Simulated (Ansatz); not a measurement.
This MgS structure is the end of a relaxation. The cell was reached from a generator's guess, though it ends in a space group that the Crystallography Open Database lists for this formula.

These are results of Ansatz 0.2.0, DFT PBE, scalar-relativistic, plane waves, PAW, not measurements. Cutoff 420 eV, Γ-centred mesh, Gaussian smearing, no spin polarisation.

```xyz
2
Lattice="0.0000 2.6151 2.6151 2.6151 0.0000 2.6151 2.6151 2.6151 0.0000" Properties=species:S:1:pos:R:3 pbc="T T T"
Mg    0.0000    0.0000    0.0000
S     2.6151    2.6151    2.6151
```

Formation energies are uncorrected and refer to the elements' standard structures at the same level.

(1) Find its symmetry and describe it.

(2) What is its formation energy per atom?

(3) Is it a metal?

Answers

(1) Fm-3m (No. 225), the rock salt type. Conventional cell: a = 5.230 Å. Around Mg lie 6 S at 2.62 Å; S has 6 Mg at 2.62 Å.

(2) −1.444 eV/atom. It lies below the elements, which doesn't yet make it stable against other compounds or structures.

(3) No, the gap on the 8×8×8 mesh is 2.76 eV.

The last run used an 8×8×8 mesh for its 2-atom cell and Gaussian smearing of 0.02 eV. Kohn–Sham gaps at this level usually fall short of measured ones. The reference form of S is held partly by dispersion forces, which this level lacks. This cell was reached by moving the atoms of another relaxed cell at random and relaxing again, last within the group found; it had no such test of its own.
